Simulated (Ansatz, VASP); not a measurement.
**Cross-check of HfN (HfN strained to the junction's net) between VASP and Ansatz**

Aim: how closely do two programs agree when they are given the same cell, functional and k mesh? The cell is generated by rule, not measured, and may not be a known phase. The structure shown is the end of the Ansatz relaxation below.

Main program and level: Ansatz 0.2.0; plane waves, with VASP 6.6.1 beside it; single point at PBE.

**1. Set-up**

It takes space group R-3m (No. 166, trigonal). Conventional cell: a = 3.125 Å, b = 3.125 Å, c = 8.082 Å, α = 90.00°, β = 90.00°, γ = 120.00°. Hf has 6 N at 2.25 Å nearest. N has 6 Hf at 2.25 Å nearest. Farther neighbours and most contacts between anions are not listed.

**2. Ansatz: relaxation, PBE**

Ansatz runs on its default PAW (the set named soft_2) files.

This run makes the geometry at which the two programs are then compared.

input.yaml

```yaml
crystal:
  lattice:
    - [3.125, 0.0, 0.0]
    - [-1.5625, 2.7063293868, 0.0]
    - [0.0, 0.0, 7.9802644567]
  atoms:
    - { symbol: Hf, position: [0.0, 0.0, 0.0] }
    - { symbol: "N", position: [0.3333333333, 0.6666666667, 0.1666666667] }
    - { symbol: Hf, position: [0.6666666667, 0.3333333333, 0.3333333333] }
    - { symbol: "N", position: [0.0, 0.0, 0.5] }
    - { symbol: Hf, position: [0.3333333333, 0.6666666667, 0.6666666667] }
    - { symbol: "N", position: [0.6666666667, 0.3333333333, 0.8333333333] }
kpoints:
  mp_grid: { grid: [12, 12, 4] }
scf:
  occupations: { method: fermi_dirac, width: 0.1 }
  max_iter: 150
hamiltonian:
  xc: pbe
relax:
  f_tol: 0.01
  max_steps: 40
  cell: { fix: [a, b, angles] }
```

The run is started by

```bash
ansatz run input.yaml --threads 4 --pin off --max-ram 10240MiB --backend cpu --events-out ev --progress --plain --runs-dir out
```

Numbers of over 12 decimals in the logs are rounded to 6 here.

Output:

```text
Engine: ansatz 0.2.0, aarch64-unknown-linux-gnu
Pseudopotentials: kind: paw
Pseudopotential: Hf, paw, valence charge 26, recommended cutoff 420 eV (normal), Hf.paw.azcp
Pseudopotential: N, paw, valence charge 5, recommended cutoff 420 eV (normal), N.paw.azcp
Functional definition: PBE
  parameter kappa = 0.804
  parameter beta = 0.066725
  exchange = pbe_x(kappa = kappa, mu = beta*pi^2/3)
  correlation = pbe_c(beta = beta)
Crystal: 6 atoms, lattice volume = 67.491 Å³
Basis set: ecut = 420 eV, 1311 PW (Γ), exchange–correlation on 48×48×108 points (8 copies of the dense FFT grid, shifted against one another)
Bands: 56, of which v1, the nominal top of the filled ones, is band 47 counted from 1 (46 counted from 0)
Symmetry: 36 space group operations
Space group: R-3m (ITA 166), of the structure as read, at distance tolerance 4.1e-5 Å
k-points: 69 of 576
Non-local potential: Hf, projectors of the file, l = 0: 3, l = 1: 2, l = 2: 2, l = 3: 3
Non-local potential: N, projectors of the file, l = 0: 2, l = 1: 2, l = 2: 1
PAW form: soft (Blöchl's): semilocal exchange-correlation on the pseudo side does not see the compensation charge
PAW one-centre angular grid: Hf, 590 points (default); XC on 64 Gauss nodes
PAW one-centre angular grid: N, 110 points (default); XC on 64 Gauss nodes
Initial density: superposition of atomic densities (neutral atoms: chi_scale 0, normalization atom), corrected by the library's trained network
Initial wavefunctions: pseudopotential atomic-orbital guess
Functional: x = pbe(κ = 0.804, μ = 0.219515), c = pbe(β = 0.066725)
SCF iter   1: F=—  HF=-48325.925339 eV  |F-HF|=—  |Δ(HF+E_count)|=         —  Δρ=5.24e-3  dr2=2.16e-2  ethr=1.77e-3  ⟨swp⟩=5.1  Hψ=11678  notcnv=0  defer=2
preconditioner: auto → Kerker (q_TF=auto, 2.878 Å⁻¹)  [metal: Δε(μ)=0.035 eV  Ē_g=18.203 eV  σ=0.100 eV  W_gap=0.09  n_scr=36 (ndim 8)  ℏωp=42.2 eV  f_vac=0.000  D(μ)=1.65/eV (n_scr^D=4)]
SCF iter   2: F=—  HF=-48325.920193 eV  |F-HF|=—  |Δ(HF+E_count)|=   5.15e-3  Δρ=1.51e-3  dr2=1.21e-3  ethr=2.32e-5  ⟨swp⟩=2.0  Hψ=6724  notcnv=0  defer=5
SCF iter   3: F=—  HF=-48325.919747 eV  |F-HF|=—  |Δ(HF+E_count)|=   4.46e-4  Δρ=7.86e-4  dr2=2.54e-4  ethr=1.30e-6  ⟨swp⟩=2.0  Hψ=5948  notcnv=0  defer=5
SCF iter   4: F=—  HF=-48325.919692 eV  |F-HF|=—  |Δ(HF+E_count)|=   5.47e-5  Δρ=3.45e-4  dr2=3.33e-5  ethr=2.73e-7  ⟨swp⟩=2.0  Hψ=6967  notcnv=0  defer=5
SCF iter   5: F=—  HF=-48325.919644 eV  |F-HF|=—  |Δ(HF+E_count)|=   4.76e-5  Δρ=6.86e-5  dr2=1.25e-6  ethr=3.58e-8  ⟨swp⟩=2.3  Hψ=6807  notcnv=0  defer=5
SCF iter   6: F=—  HF=-48325.919644 eV  |F-HF|=—  |Δ(HF+E_count)|=   2.56e-7  Δρ=1.23e-5  dr2=7.23e-8  ethr=1.08e-10  ⟨swp⟩=4.5  Hψ=19065  notcnv=0
SCF iter   7: F=-48325.919644 eV  HF=-48325.919644 eV  |F-HF|=4.05e-9  |Δ(HF+E_count)|=   9.82e-9  Δρ=3.16e-6  dr2=6.40e-9  ethr=7.77e-11  ⟨swp⟩=4.5  Hψ=14233  notcnv=0
SCF 1 converged in 7 iterations: F = -48325.919644 eV  dr2 = 6.40e-9
  greatest PAW one-centre occupation: 0.998 electrons in one spin orbital (limit 2), on the Hf atom at site 4 (counted from 0), in its partial waves of l = 0
relax step   1: F+E_penalty+E_count = -48325.91964420 eV  Δ(F+E_penalty+E_count) = +0.000e0 eV  max|allowed force component| = 9.656e-28 eV/Å  Δτ_max = 0.0000 Å  P = +12.907 GPa  Ω = 67.491 Å³  fix = [a, b, alpha, beta, gamma]  reactions: a +16.397, b +16.397 GPa  (7 SCF iters, dr2 threshold 1.00e-7 eV, accepted)
[...]
relax step   4: F+E_penalty+E_count = -48325.93248397 eV  Δ(F+E_penalty+E_count) = -4.738e-5 eV  max|allowed force component| = 7.739e-28 eV/Å  Δτ_max = 0.0000 Å  P = +9.054 GPa  Ω = 68.340 Å³  energy of the carried Pulay correction = -2.740e-3 eV  fix = [a, b, alpha, beta, gamma]  reactions: a +13.580, b +13.580 GPa  (4 SCF iters, dr2 threshold 2.08e-8 eV, accepted)
[...]
relax step   5: F+E_penalty+E_count = -48325.93549710 eV  Δ(F+E_penalty+E_count) = -3.013e-3 eV  max|allowed force component| = 1.155e-28 eV/Å  Δτ_max = 0.0000 Å  P = +9.106 GPa  Ω = 68.340 Å³  fix = [a, b, alpha, beta, gamma]  reactions: a +13.606, b +13.606 GPa  stress off target by 1.06e-1 GPa on what of the cell is left free  SCF on the basis re-selected at this cell (its energy is not comparable with the rows above)  (6 SCF iters)
[...]
relax step   6: F+E_penalty+E_count = -48325.93545358 eV  Δ(F+E_penalty+E_count) = +4.352e-5 eV  max|allowed force component| = 3.041e-28 eV/Å  Δτ_max = 0.0000 Å  P = +9.039 GPa  Ω = 68.356 Å³  energy of the carried Pulay correction = -4.872e-5 eV  fix = [a, b, alpha, beta, gamma]  reactions: a +13.557, b +13.557 GPa  (4 SCF iters, dr2 threshold 2.82e-8 eV, accepted)
[...]
relax step   7: F+E_penalty+E_count = -48325.93547036 eV  Δ(F+E_penalty+E_count) = -1.678e-5 eV  max|allowed force component| = 1.620e-28 eV/Å  Δτ_max = 0.0000 Å  P = +9.040 GPa  Ω = 68.356 Å³  fix = [a, b, alpha, beta, gamma]  reactions: a +13.558, b +13.558 GPa  stress off target by 3.08e-3 GPa on what of the cell is left free  SCF on the basis re-selected at this cell (its energy is not comparable with the rows above)  (4 SCF iters)
basis re-selected at this cell: Δ(F+E_penalty+E_count) = -1.678e-5 eV, ΔP = +0.001 GPa vs the last step (what re-selecting the basis moved, of the pressure what is left beyond the Pulay correction that the steps carried, after the strain that the cell walked since its last selection, with what the two solves' SCF thresholds leave and, on support functions, any second-order correction that the steps lacked; it is no m [...]
SCF converged after 4 iterations
Free energy (F): -48325.935470 eV
Harris-Foulkes:  -48325.935470 eV  (|F-HF|=3.64e-11)
Internal energy: -48325.881079 eV  (E = F + TS)
E sigma→0 (E₀):  -48325.908275 eV
Entropy (-TS):   -0.054391 eV (-9.065 meV/atom)
Fermi energy:    24.135982 eV
--- Per-component energies (eV) ---
  E_band       = 574.743960
  E_kinetic    = 1674.883471
  E_local      = -14062.297470  (includes V_loc(G=0)·N_el)
  E_nonlocal   = -3594.699691
  E_hartree    = 6691.040090
  E_xc         = -1086.470098
  E_vxc        = -1036.580213  (∫ρ·V_xc dr)
  E_paw        = -21165.212813  (= ΣΔE_a)
  E_vpaw       = 4211.357420  (= ΣTr[D̂ρ^β])
  E_aug_tail   = 0.000287  (compensation charges beyond the density's cutoff)
  E_ewald      = -16783.124857
  E_smearing   = -0.054391  (= −TS)
  E_closure    = 0.000000  (closes the sum)
  Σ components = -48325.935470   (vs F -48325.935470, Δ=0.00e0)
--- Forces (eV/Å), atoms counted from 1 ---
  atom   1  Hf    -0.00000000     0.00000000     0.00000000
  atom   2  N     -0.00000000     0.00000000     0.00000000
  atom   3  Hf    -0.00000000    -0.00000000     0.00000000
  atom   4  N     -0.00000000     0.00000000     0.00000000
  atom   5  Hf    -0.00000000     0.00000000     0.00000000
  atom   6  N      0.00000000    -0.00000000    -0.00000000
  max |Σ_I F_I| component: 3.79e-28 eV/Å
--- Stress (GPa, compression-positive) ---
       13.557772       0.000000       0.000000
        0.000000      13.557772      -0.000000
        0.000000      -0.000000       0.003084
  P = ⅓ Tr σ = 9.0395 GPa (90.395 kbar)
--- Relaxed structure (5 steps of the walk, 5 accepted, 2 SCFs on fresh bases) ---
  F+E_penalty+E_count = -48325.93547036 eV   max|allowed force component| = 1.620e-28 eV/Å   (the final SCF, on the basis selected at the relaxed cell)
  cell:  # Å, volume = 68.3557 Å³
    - [3.125000, 0, 0]
    - [-1.562500, 2.706329, 0]
    - [0, 0, 8.082466]
  atoms:
    - { symbol: Hf, position: [0, 0, 0] }
    - { symbol: N, position: [0.333333, 0.666667, 0.166667] }
    - { symbol: Hf, position: [0.666667, 0.333333, 0.333333] }
    - { symbol: N, position: [0, 0, 0.500000] }
    - { symbol: Hf, position: [0.333333, 0.666667, 0.666667] }
    - { symbol: N, position: [0.666667, 0.333333, 0.833333] }
```

**3. VASP: single point, PBE**

The same cell, functional, mesh and smearing now go to VASP, with its own data sets.

Lines of VASP's logs that name or quote its potential files are left out, and so is its time.

INCAR

```
SYSTEM = HfN
PREC = Accurate
ENCUT = 600
EDIFF = 1E-06
NELM = 120
ISMEAR = -1
SIGMA = 0.1
LREAL = .FALSE.
ALGO = Normal
GGA = PE
NBANDS = 28
LASPH = .TRUE.
LORBIT = 11
LWAVE = .FALSE.
LCHARG = .FALSE.
ISIF = 2
GGA_COMPAT = .FALSE.
KPAR = 2
```

POSCAR

```
HfN
1.0
    3.1250000000      0.0000000000      0.0000000000
   -1.5625000000      2.7063293868      0.0000000000
    0.0000000000      0.0000000000      8.0824659307
Hf N
3 3
Direct
    0.0000000000      0.0000000000      0.0000000000
    0.6666666667      0.3333333333      0.3333333333
    0.3333333333      0.6666666667      0.6666666667
    0.3333333333      0.6666666667      0.1666666667
    0.0000000000      0.0000000000      0.5000000000
    0.6666666667      0.3333333333      0.8333333333
```

KPOINTS

```
Automatic mesh
0
Gamma
12 12 4
0 0 0
```

PAW data sets: Hf_pv and N (PBE family, release 64).

The run is started by

```bash
mpirun -np 2 vasp_std
```

Output:

```text
[banner, memory and clock lines left out]
running    2 mpi-ranks, on    1 nodes
 distrk:  each k-point on    1 cores,    2 groups
 distr:  one band on    1 cores,    1 groups

 POSCAR found type information on POSCAR HfN
 POSCAR found :  2 types and       6 ions
 LDA part: xc-table for (Slater+PW92), standard interpolation
 POSCAR, INCAR and KPOINTS ok, starting setup
 FFT: planning ... GRIDC
 FFT: planning ... GRID_SOFT
 FFT: planning ... GRID
 WAVECAR not read
 entering main loop
       N       E                     dE             d eps       ncg     rms          rms(c)
DAV:   1     0.240612437211E+03    0.24061E+03   -0.27205E+04  3864   0.177E+03
DAV:   2    -0.591179048452E+02   -0.29973E+03   -0.29159E+03  4860   0.419E+02
DAV:   3    -0.739358369192E+02   -0.14818E+02   -0.14559E+02  4868   0.803E+01
DAV:   4    -0.741685547778E+02   -0.23272E+00   -0.22977E+00  5004   0.966E+00
DAV:   5    -0.741716768662E+02   -0.31221E-02   -0.31106E-02  4908   0.876E-01    0.867E+01
DAV:   6    -0.653200638408E+02    0.88516E+01   -0.52910E+01  4492   0.345E+01    0.705E+01
DAV:   7    -0.652279347742E+02    0.92129E-01   -0.40381E+00  4444   0.115E+01    0.258E+01
DAV:   8    -0.651847143094E+02    0.43220E-01   -0.22601E-01  5012   0.273E+00    0.354E+00
DAV:   9    -0.651762275612E+02    0.84867E-02   -0.56438E-02  4544   0.133E+00    0.333E+00
DAV:  10    -0.651746830784E+02    0.15445E-02   -0.10160E-02  4620   0.572E-01    0.348E-01
DAV:  11    -0.651746747448E+02    0.83336E-05   -0.66070E-04  4732   0.162E-01    0.290E-01
DAV:  12    -0.651746618889E+02    0.12856E-04   -0.73947E-05  4704   0.462E-02    0.847E-02
DAV:  13    -0.651746632998E+02   -0.14110E-05   -0.30771E-06  3988   0.120E-02    0.128E-02
DAV:  14    -0.651746633037E+02   -0.38353E-08   -0.66507E-08  2708   0.205E-03
   1 F= -.65174663E+02 E0= -.65147694E+02  d E =-.539390E-01
```

From OUTCAR (step 3):

```text
ion  position               nearest neighbor table
   1  0.000  0.000  0.000-   4 2.25   6 2.25   4 2.25   6 2.25   6 2.25   4 2.25   2 3.24   3 3.24
                             3 3.24   2 3.24   3 3.24   2 3.24
   2  0.667  0.333  0.333-   4 2.25   4 2.25   4 2.25   5 2.25   5 2.25   5 2.25   1 3.24   1 3.24
                             1 3.24   3 3.24   3 3.24   3 3.24
   3  0.333  0.667  0.667-   6 2.25   6 2.25   6 2.25   5 2.25   5 2.25   5 2.25   1 3.24   1 3.24
                             1 3.24   2 3.24   2 3.24   2 3.24
   4  0.333  0.667  0.167-   2 2.25   2 2.25   2 2.25   1 2.25   1 2.25   1 2.25
   5  0.000  0.000  0.500-   2 2.25   3 2.25   3 2.25   2 2.25   2 2.25   3 2.25
   6  0.667  0.333  0.833-   3 2.25   3 2.25   3 2.25   1 2.25   1 2.25   1 2.25

  LATTYP: Found a hexagonal cell.
 ALAT       =     3.1250000000
 C/A-ratio  =     2.5863890978

 Subroutine GETGRP returns: Found 12 space group operations
 (whereof 12 operations were pure point group operations)

The static configuration has the point symmetry D_3d.

 Found     69 irreducible k-points:

   k-points           NKPTS =     69   k-points in BZ     NKDIM =     69   number of bands    NBANDS=     28

   dimension x,y,z NGX =    28 NGY =   28 NGZ =   70
   dimension x,y,z NGXF=    56 NGYF=   56 NGZF=  140

   ENCUT  =  600.0 eV  44.10 Ry    6.64 a.u.   6.24  6.24 16.14*2*pi/ulx,y,z

   NELECT =      45.0000    total number of electrons

 k-points in reciprocal lattice and weights: Automatic mesh
   0.00000000  0.00000000  0.00000000       0.002
   0.08333333  0.00000000  0.00000000       0.010
   0.16666667  0.00000000  0.00000000       0.010
   0.25000000  0.00000000  0.00000000       0.010
   0.33333333  0.00000000  0.00000000       0.010
   0.41666667  0.00000000  0.00000000       0.010
   0.50000000  0.00000000  0.00000000       0.005
   0.08333333  0.08333333  0.00000000       0.010
   0.16666667  0.08333333  0.00000000       0.021
[...]
0.33333333  0.25000000  0.50000000       0.021
   0.33333333  0.33333333  0.50000000       0.003

 average (electrostatic) potential at core
       1 -34.5507       2 -34.5507       3 -34.5507       4 -61.4512       5 -61.4512
       6 -61.4512

 E-fermi :   8.4367

 k-point     1 :       0.0000    0.0000    0.0000
  band No.  band energies     occupation
    ...
     20       5.5694      2.00000
     21       5.5694      2.00000
     22       7.4976      1.99983
     23       8.3876      1.24031
     24       8.3876      1.24031
     25       9.9013      0.00000
     26       9.9013      0.00000
     27      10.5170      0.00000
     28      10.5410      0.00000

 k-point     2 :       0.0833    0.0000    0.0000
  band No.  band energies     occupation
    ...
     19       4.7807      2.00000
     20       5.0164      2.00000
     21       5.2977      2.00000
     22       7.6765      1.99900
     23       8.4139      1.11346
     24       8.6849      0.15413
     25       9.1826      0.00115
     26       9.7572      0.00000
     27      10.4657      0.00000
     28      10.8184      0.00000

 k-point     3 :       0.1667    0.0000    0.0000
  band No.  band energies     occupation
    ...
     19       3.6967      2.00000
     20       4.2629      2.00000
     21       4.7157      2.00000
     22       7.8956      1.99110
     23       8.0170      1.97035
     24       8.7277      0.10332
     25       9.4316      0.00010
     26       9.9907      0.00000
     27      10.4570      0.00000
     28      11.5944      0.00000

  Total        4.7335142      4.7335142     -1.1339944      0.0000000     -0.0000000      0.0000000
  in kB      110.9480595    110.9480595    -26.5795081      0.0000000     -0.0000000      0.0000000
  external PRESSURE =      65.1055370 kB  Pullay stress =       0.0000000 kB

  energy-cutoff  :      600.00
  volume of cell :       68.36
      direct lattice vectors                 reciprocal lattice vectors
     3.125000000  0.000000000  0.000000000     0.320000000  0.184752086  0.000000000
    -1.562500000  2.706329387  0.000000000     0.000000000  0.369504172  0.000000000
     0.000000000  0.000000000  8.082465931     0.000000000  0.000000000  0.123724617

 POSITION                                       TOTAL-FORCE (eV/Angst)
 -----------------------------------------------------------------------------------
      0.00000      0.00000      0.00000         0.000000     -0.000000     -0.000000
      1.56250      0.90211      2.69416         0.000000     -0.000000     -0.000000
     -0.00000      1.80422      5.38831         0.000000      0.000000      0.000000
     -0.00000      1.80422      1.34708        -0.000000      0.000000     -0.000000
      0.00000      0.00000      4.04123        -0.000000     -0.000000     -0.000000
      1.56250      0.90211      6.73539        -0.000000     -0.000000     -0.000000
 -----------------------------------------------------------------------------------
    total drift:                               -0.000000      0.000000      0.000000

  FREE ENERGIE OF THE ION-ELECTRON SYSTEM (eV)
  ---------------------------------------------------
  free  energy   TOTEN  =       -65.1746633037 eV

  energy  without entropy=      -65.1207242607  energy(sigma->0) =      -65.14769378

 total charge
# of ion       s       p       d       tot
------------------------------------------
    1        0.296   6.584   1.781   8.661
    2        0.296   6.584   1.781   8.661
    3        0.296   6.584   1.781   8.661
    4        1.233   2.510   0.000   3.743
    5        1.233   2.510   0.000   3.743
    6        1.233   2.510   0.000   3.743
--------------------------------------------------
tot          4.587  27.284   5.342  37.213

[... 3 further parts left out ...]
```

Harder data sets than Hf_pv exist (the GW ones), and pressures, volumes and forces can shift noticeably with them.

**4. Comparison**

Known differences besides the potentials themselves: the data sets hold 93 valence electrons in Ansatz (on its default PAW (the set named soft_2) files) and 45 in VASP; the cutoff is 420 eV in Ansatz and 600 eV in VASP; Ansatz's pressure holds a Pulay correction, VASP's none. Total energies have different zeros and are not compared.

Both answers:

```tsv
quantity	Ansatz	VASP	difference
pressure (GPa)	9.04	6.51	+2.53
```

**5. Results**

```
difference in pressure (single point, PBE) : 2.5 GPa
```

In words: The difference in pressure is 2.5 GPa (single point, PBE), beyond the 1 GPa picked in this series as the mark of a large difference. The data sets hold unlike numbers of valence electrons (93 in Ansatz and 45 in VASP), so part of the differences comes from the potentials. What causes the difference of the single point, PBE pair stays open here. How closely two codes agree says nothing of how well the functional describes the real material.

[Lines on the potential files, build, host, timing and source positions are cut from VASP's logs without a mark.]

[Logs are printed without paths, hosts, clocks, repeated set-up lines and the standing remarks that a program may print on its own settings, such as how far it seeks lower states.]

[Hosts, paths, dates, database ids (printed as entryN), source tags and the programs' standing remarks are cut or masked in the printed files.]
